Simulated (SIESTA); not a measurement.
The system is Pb.

```xyz
1
Lattice="0.0000 2.4750 2.4750 2.4750 0.0000 2.4750 2.4750 2.4750 0.0000" Properties=species:S:1:pos:R:3 pbc="T T T"
Pb    0.0000    0.0000    0.0000
```

Base run:

```yaml
Program: SIESTA 5.4.2
Functional: LDA
Potentials_or_basis: PseudoDojo 0.4 standard (LDA files)
Basis: DZP (energy shift 0.002 Ry)
Grid_cutoff: 500 Ry
Energy_shift: 0.002 Ry
k_mesh: 9 × 9 × 9
Occupations: fermi-dirac, width 0.05 eV
Spin: no spin polarisation
```

Its results: band gap on the k mesh none (metal or under the smearing width); pressure -1.7 GPa.

Problem. The run is repeated on the same cell with these changes: functional from LDA to PBE; potentials or basis from PseudoDojo 0.4 standard (LDA files) to SG15 1.2 (PBE files) or PseudoDojo by element. What comes out?

Solution. Band gap on the k mesh none (metal or under the smearing width); pressure 2.4 GPa.

Caveats: semicore shells carry a single zeta, which can move pressures by several GPa and volumes by a few percent; spin-orbit coupling is left out, which moves the levels of the heavy elements; the basis of atomic orbitals isn't converged, which shifts pressures, moduli and gaps.
